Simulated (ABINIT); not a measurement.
# InSe (R3m) in ABINIT: reference runs

Reference runs on InSe: the cell as given.

Program: ABINIT 10.8.3 (patched build). These are calculated values, not measurements. Logs are shortened: lines on timing, memory, paths and dates and some standing lists are left out, and cuts for length are marked. The log counts tension as positive stress, the text compression.

**What was measured.**

“The Interaction of Hydrogen with the van der Waals Crystal γ-InSe”, 2020, pmc:7321205 reports, for a bulk crystal of InSe at 300 K: band gap 1.25 eV.

How close the calculation comes is told below.

**1. The structure**

It takes space group R3m (No. 160, trigonal). Conventional cell: a = 4.000 Å, b = 4.000 Å, c = 25.320 Å, α = 90.00°, β = 90.00°, γ = 120.00°. Around In (site symmetry 3m) lie 3 Se at 2.63 Å and 1 In at 2.82 Å. Around In (site symmetry 3m) lie 3 Se at 2.64 Å and 1 In at 2.82 Å. Se (site symmetry 3m) has 3 In at 2.63 Å as nearest neighbours. Se (site symmetry 3m) has 3 In at 2.64 Å as nearest neighbours.

**2. Single point, PBE**

run.abi

```
# Pseudopotentials
pp_dirpath "./"
pseudos "In.GGA_PBE-JTH.xml, Se.GGA_PBE-JTH.xml"

# Structure
acell 3*1.0
rprim
     3.7794522493     2.1820677735    15.9492884918
    -3.7794522493     2.1820677735    15.9492884918
     0.0000000000    -4.3641355471    15.9492884918
ntypat 2
znucl 49 34
natom 4
typat 1 1 2 2
xred
     0.8886000000     0.8886000000     0.8886000000
     0.0000000000     0.0000000000     0.0000000000
     0.1719000000     0.1719000000     0.1719000000
     0.3835000000     0.3835000000     0.3835000000

# Plane-wave basis
ecut 22.0
pawecutdg 44.0

# k points
kptopt 1
ngkpt 8 8 8
nshiftk 1
shiftk 0.0 0.0 0.0

# Exchange and correlation
ixc 11

# Bands and occupations
nband 23
occopt 3
tsmear 0.00183747

# SCF cycle
nstep 100
tolvrs 1.0e-9

# Output
iomode 3
prtwf 0
prtden 0
prteig 0
prtebands 0
enunit 2
```

Potentials or basis: JTH PAW PBE v2.0.

Launch:

```
> abinit run.abi > log 2>&1
```

run.abo:

```text
.Version 10.8.3 of ABINIT
 Symmetries : space group R3 m (#160); Bravais hR (rhombohedral)
================================================================================
 Values of the parameters that define the memory need of the present run
     intxc =       0    ionmov =       0      iscf =      17    lmnmax =      18
     lnmax =       6     mgfft =      72  mpssoang =       3    mqgrid =    3001
     natom =       4  nloc_mem =       2    nspden =       1   nspinor =       1
    nsppol =       1      nsym =       6    n1xccc =       1    ntypat =       2
    occopt =       3   xclevel =       2
       mpw =        3910          nfft =      373248          nkpt =          65
 PAW method is used; the additional fine FFT grid is defined by:
   mgfftf=       100    nfftf =   1000000
================================================================================
================================================================================

--------------------------------------------------------------------------------
------------- Echo of variables that govern the present computation ------------
--------------------------------------------------------------------------------
 -outvars: echo values of preprocessed input variables --------
            acell      1.0000000000E+00  1.0000000000E+00  1.0000000000E+00 Bohr
              amu      1.14820000E+02  7.89600000E+01
             ecut      2.20000000E+01 Hartree
           enunit           2
                       outvar_i_n : Printing only first  50 k-points.
              ixc          11
                       outvar_i_n : Printing only first  50 k-points.
         kptrlatt        8    0    0      0    8    0      0    0    8
          kptrlen      6.04712360E+01
            natom           4
            nband          23
            ngfft          72      72      72
          ngfftdg         100     100     100
             nkpt          65
            nstep         100
             nsym           6
           ntypat           2
                       prtocc : prtvol=0, do not print more k-points.
           occopt           3
        pawecutdg      4.40000000E+01 Hartree
         pawxcdev           0
           prtden           0
        prtebands           0
           prteig           0
            prtwf           0
            rprim      3.7794522493E+00  2.1820677735E+00  1.5949288492E+01
                      -3.7794522493E+00  2.1820677735E+00  1.5949288492E+01
                       0.0000000000E+00 -4.3641355471E+00  1.5949288492E+01
          spgroup         160
           tolvrs      1.00000000E-09
           tsmear      1.83747000E-03 Hartree
            typat      1  1  2  2
           useylm           1
                       outvars : Printing only first  50 k-points.
           xangst     -3.0961892220E-16 -4.7022575406E-11  2.2499351985E+01
                       0.0000000000E+00  0.0000000000E+00  0.0000000000E+00
                      -1.0465246063E-17 -9.0965316552E-12  4.3525079970E+00
                      -1.7582319794E-17 -2.0293982415E-11  9.7102199934E+00
            xcart     -5.8509496635E-16 -8.8859789253E-11  4.2517613261E+01
                       0.0000000000E+00  0.0000000000E+00  0.0000000000E+00
                      -1.9776448899E-17 -1.7189953524E-11  8.2250480752E+00
                      -3.3225769069E-17 -3.8350068768E-11  1.8349656410E+01
             xred      8.8860000000E-01  8.8860000000E-01  8.8860000000E-01
                       0.0000000000E+00  0.0000000000E+00  0.0000000000E+00
                       1.7190000000E-01  1.7190000000E-01  1.7190000000E-01
                       3.8350000000E-01  3.8350000000E-01  3.8350000000E-01
            znucl       49.00000   34.00000

================================================================================

 chkinp: Checking input parameters for consistency.

================================================================================
== DATASET  1 ==================================================================

--- !DatasetInfo
iteration_state: {dtset: 1, }
dimensions: {natom: 4, nkpt: 65, mband: 23, nsppol: 1, nspinor: 1, nspden: 1, mpw: 3910, }
cutoff_energies: {ecut:  22.0, pawecutdg:  44.0, }
electrons: {nelect:   3.80000000E+01, charge:   0.00000000E+00, occopt:   3.00000000E+00, tsmear:   1.83747000E-03, }
meta: {optdriver: 0, ionmov: 0, optcell: 0, iscf: 17, paral_kgb: 0, }
...

 Exchange-correlation functional for the present dataset will be:
  GGA: Perdew-Burke-Ernzerhof functional - ixc=11
  J.P.Perdew, K.Burke, M.Ernzerhof, PRL 77, 3865 (1996)

 Real(R)+Recip(G) space primitive vectors, cartesian coordinates (Bohr,Bohr^-1):
 R(1)=  3.7794522  2.1820678 15.9492885  G(1)=  0.1322943  0.0763802  0.0208996
[... 102 lines left out ...]
    1        2.50645         11.18209920
    2        2.50645         11.18329114
    3        2.21132          3.95224200
    4        2.21132          3.94815299

================================================================================

 ----iterations are completed or convergence reached----

 Mean square residual over all n,k,spin=   20.160E-08; max=  15.657E-05
 reduced coordinates (array xred) for    4 atoms
       0.888600000000      0.888600000000      0.888600000000
       0.000000000000      0.000000000000      0.000000000000
       0.171900000000      0.171900000000      0.171900000000
       0.383500000000      0.383500000000      0.383500000000
 rms dE/dt=  9.8169E-02; max dE/dt=  1.1186E-01; dE/dt below (all hartree)
    1      -0.114383326575     -0.114383326575     -0.114383326575
    2       0.111861343588      0.111861343588      0.111861343588
    3       0.082966627458      0.082966627458      0.082966627458
    4      -0.077903119497     -0.077903119497     -0.077903119497

 cartesian coordinates (angstrom) at end:
    1     -0.00000000000000    -0.00000000004702    22.49935198467764
    2      0.00000000000000     0.00000000000000     0.00000000000000
    3     -0.00000000000000    -0.00000000000910     4.35250799703588
    4     -0.00000000000000    -0.00000000002029     9.71021999338721

 cartesian forces (hartree/bohr) at end:
    1      0.00000000000000    -0.00000000000000     0.00721152594847
    2     -0.00000000000000    -0.00000000000000    -0.00697372565565
    3      0.00000000000000     0.00000000000000    -0.00516206389121
    4     -0.00000000000000     0.00000000000000     0.00492426359839
 frms,max,avg= 3.5535690E-03 7.2115259E-03   0.000E+00  0.000E+00 -3.984E-05 h/b

 cartesian forces (eV/Angstrom) at end:
    1      0.00000000000000    -0.00000000000000     0.37083157418123
    2     -0.00000000000000    -0.00000000000000    -0.35860339146956
    3      0.00000000000000     0.00000000000000    -0.26544399791082
    4     -0.00000000000000     0.00000000000000     0.25321581519916
 frms,max,avg= 1.8273187E-01 3.7083157E-01   0.000E+00  0.000E+00 -2.049E-03 e/A
 length scales=  1.000000000000  1.000000000000  1.000000000000 bohr
              =  0.529177210544  0.529177210544  0.529177210544 angstroms
 Fermi (or HOMO) energy (hartree) =   0.08903   Average Vxc (hartree)=  -0.33216
 Eigenvalues (hartree) for nkpt=  65  k points:
 kpt#   1, nband= 23, wtk=  0.00195, kpt=  0.0000  0.0000  0.0000 (reduced coord)
  -0.46240   -0.45621   -0.45621   -0.45356   -0.45356   -0.45274   -0.45274   -0.44662
  -0.44662   -0.44649   -0.41778   -0.40310   -0.15057   -0.04580    0.02516    0.03261
   0.03261    0.03600    0.03600    0.14261    0.15778    0.24248    0.24248
      occupation numbers for kpt#   1
   2.00000    2.00000    2.00000    2.00000    2.00000    2.00000    2.00000    2.00000
   2.00000    2.00000    2.00000    2.00000    2.00000    2.00000    2.00000    2.00000
   2.00000    2.00000    2.00000    0.00000    0.00000    0.00000    0.00000
 prteigrs : prtvol=0 or 1, do not print more k-points.

 Fermi (or HOMO) energy (eV) =   2.42270   Average Vxc (eV)=  -9.03844
 Eigenvalues (   eV  ) for nkpt=  65  k points:
 kpt#   1, nband= 23, wtk=  0.00195, kpt=  0.0000  0.0000  0.0000 (reduced coord)
 -12.58264  -12.41402  -12.41402  -12.34206  -12.34206  -12.31962  -12.31962  -12.15309
 -12.15309  -12.14955  -11.36834  -10.96890   -4.09717   -1.24633    0.68452    0.88736
   0.88736    0.97948    0.97948    3.88058    4.29350    6.59816    6.59816
 prteigrs : prtvol=0 or 1, do not print more k-points.

--- !EnergyTerms
iteration_state     : {dtset: 1, }
comment             : Components of total free energy in Hartree
kinetic             :  3.47720313463096E+01
hartree             :  5.44337419059845E+01
xc                  : -2.77588687155942E+01
Ewald energy        : -8.73891581285384E+01
psp_core            :  5.47384423567607E+00
local_psp           : -1.43909171197254E+02
PAW spherical_terms :  2.90687591987924E+01
internal            : -1.35308821354624E+02
'-kT*entropy'       : -1.42534649224248E-06
total_energy        : -1.35308822779970E+02
total_energy_eV     : -3.68194063915476E+03
...

--- !EnergyTermsDC
iteration_state     : {dtset: 1, }
comment             : '"Double-counting" decomposition of free energy'
band_energy         : -1.11279403955728E+01
Ewald energy        : -8.73891581285384E+01
psp_core            :  5.47384423567607E+00
xc_dc               : -6.55759269144106E+01
PAW spherical_terms :  2.33103603453923E+01
internal            : -1.35308820857453E+02
'-kT*entropy'       : -1.42534649224248E-06
total_energy_dc     : -1.35308822282800E+02
total_energy_dc_eV  : -3.68194062562607E+03
...

--- !EnergyTermsWithPAWCore
iteration_state     : {dtset: 1, }
comment             : 'Components of total free energy, including PAW core contributions'
Total energy        : -1.66237026275320E+04
Total energy DC     : -1.66237026270348E+04
Total energy (eV)   : -4.52353993036101E+05
Total energy DC (eV): -4.52353993022572E+05
...

 Cartesian components of stress tensor (hartree/bohr^3)
  sigma(1 1)= -1.05538761E-04  sigma(3 2)=  1.42768417E-14
  sigma(2 2)= -1.05538761E-04  sigma(3 1)=  0.00000000E+00
  sigma(3 3)= -6.54925049E-05  sigma(2 1)=  0.00000000E+00

-Cartesian components of stress tensor (GPa)         [Pressure=  2.7123E+00 GPa]
- sigma(1 1)= -3.10505756E+00  sigma(3 2)=  4.20039185E-10
- sigma(2 2)= -3.10505756E+00  sigma(3 1)=  0.00000000E+00
- sigma(3 3)= -1.92685602E+00  sigma(2 1)=  0.00000000E+00

== END DATASET(S) ==============================================================
================================================================================

 -outvars: echo values of variables after computation  --------
            acell      1.0000000000E+00  1.0000000000E+00  1.0000000000E+00 Bohr
           etotal     -1.3530882228E+02
            fcart      7.8784235059E-19 -9.2703969136E-19  7.2115259485E-03
                      -8.3420763235E-19 -1.1768858448E-18 -6.9737256557E-03
                       4.7088861513E-19  7.9881000744E-19 -5.1620638912E-03
                      -4.2452333337E-19  1.3051155287E-18  4.9242635984E-03
            rprim      3.7794522493E+00  2.1820677735E+00  1.5949288492E+01
                      -3.7794522493E+00  2.1820677735E+00  1.5949288492E+01
                       0.0000000000E+00 -4.3641355471E+00  1.5949288492E+01
           strten     -1.0553876132E-04 -1.0553876138E-04 -6.5492504855E-05
                       1.4276841710E-14  0.0000000000E+00  0.0000000000E+00
           xangst     -3.0961892220E-16 -4.7022575406E-11  2.2499351985E+01
                       0.0000000000E+00  0.0000000000E+00  0.0000000000E+00
                      -1.0465246063E-17 -9.0965316552E-12  4.3525079970E+00
                      -1.7582319794E-17 -2.0293982415E-11  9.7102199934E+00
             xred      8.8860000000E-01  8.8860000000E-01  8.8860000000E-01
                       0.0000000000E+00  0.0000000000E+00  0.0000000000E+00
                       1.7190000000E-01  1.7190000000E-01  1.7190000000E-01
                       3.8350000000E-01  3.8350000000E-01  3.8350000000E-01
 Calculation completed.
```

Run time: 15 min. Hardware: 1 thread of Arm Neoverse V1, shared host; peak memory 0.59 GiB.

Results:

```yaml
Free_energy: -3681.9406 eV
Pressure: 2.7 GPa
Largest_force: 0.371 eV/Å
Band_gap_on_the_k_mesh: 0.43 eV, direct
Valence_electrons_inside_the_program's_atomic_spheres: In 11.18; Se 3.95
```

Forces on the atoms (eV/Å):
```
In   0.000  0.000  0.371
In   0.000  0.000 -0.359
Se   0.000  0.000 -0.265
Se   0.000  0.000  0.253
```

Stress tensor (GPa, compression positive):
```
3.11 0.00 0.00
0.00 3.11 0.00
0.00 0.00 1.93
```

Levels at points of the mesh, in eV from the valence-band top:
| k point | band 15 | band 16 | band 17 | band 18 | band 19 | band 20 | band 21 | band 22 | band 23 |
| --- | --- | --- | --- | --- | --- | --- | --- | --- | --- |
| (0.00, 0.00, 0.00) | -1.51 | -1.31 | -1.31 | -1.22 | -1.22 | 1.69 | 2.10 | 4.40 | 4.40 |
| (0.50, 0.00, 0.00) | -3.46 | -2.39 | -2.34 | -2.24 | -1.67 | 1.22 | 1.96 | 3.64 | 3.98 |
| (0.50, 0.50, 0.00) | -3.22 | -2.66 | -2.50 | -2.06 | -1.50 | 1.18 | 1.98 | 3.30 | 3.61 |
| (0.50, 0.50, 0.50) | -1.38 | -1.38 | -1.14 | -1.14 | 0.00 | 0.43 | 2.16 | 4.32 | 4.32 |

Caveat: spin-orbit coupling is left out, which moves the levels of the heavy elements.

**3. Comparison with measurements**

Step 2. Against the measured gap of InSe, 1.25 eV (300 K; “The Interaction of Hydrogen with the van der Waals Crystal γ-InSe”, 2020, pmc:7321205), the calculated 0.43 eV is off by -0.82 eV. Spin-orbit coupling on In, Se is left out. The value is that of PBE on a finite k mesh, which can miss the band edges, without temperature or zero-point motion. Semilocal functionals fall short of measured gaps as a rule.
